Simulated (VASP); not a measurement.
# Te: single point with PBEsol

The system is Te.

```xyz
3
Lattice="4.3118 0.0000 0.0000 -2.1559 3.7341 0.0000 0.0000 0.0000 5.9663" Properties=species:S:1:pos:R:3 pbc="T T T"
Te    1.2275    0.0000    1.9888
Te    3.6981    1.0631    3.9776
Te    1.5421    2.6711    0.0000
```

| Property | Result |
| --- | --- |
| Program | VASP 6.6.1 |
| Task | single point |
| Functional | PBEsol |
| Potentials or basis | VASP PAW PBE potentials, release 64 (Te) |
| Cutoff | 520 eV |
| k mesh | 15 × 15 × 10 |
| Occupations | gaussian, width 0.1 eV |
| Spin | no spin polarisation |
| Further INCAR settings | ALGO = Normal; EDIFF = 1e-07 |

| Item | Value |
| --- | --- |
| Pressure | 0.0 GPa |
| Largest force | 0.006 eV/Å |
| Band gap on the k mesh | none (metal or under the smearing width) |

Forces in eV/Å, atoms in the order of the input:
```
Te   0.006  0.000  0.000
Te  -0.003  0.005  0.000
Te  -0.003 -0.005  0.000
```

Levels at points of the mesh, in eV from the Fermi level:
```tsv
k point	band 6	band 7	band 8	band 9	band 10	band 11	band 12	band 13
(0.00, 0.00, 0.00)	-2.63	-1.81	-1.81	-1.17	0.96	0.96	1.65	4.75
(0.00, 0.00, 0.50)	-2.69	-1.30	-0.88	-0.88	0.21	0.28	0.28	3.58
```

Wall time 3.9 min on 1 thread of Intel(R) Xeon(R) 6975P-C (Granite Rapids), on a shared host, peak memory 0.71 GiB.

Caveat: the PAW data sets were made with another functional, which shifts forces and pressure a little. Spin-orbit coupling is left out, which matters for the levels of Te.
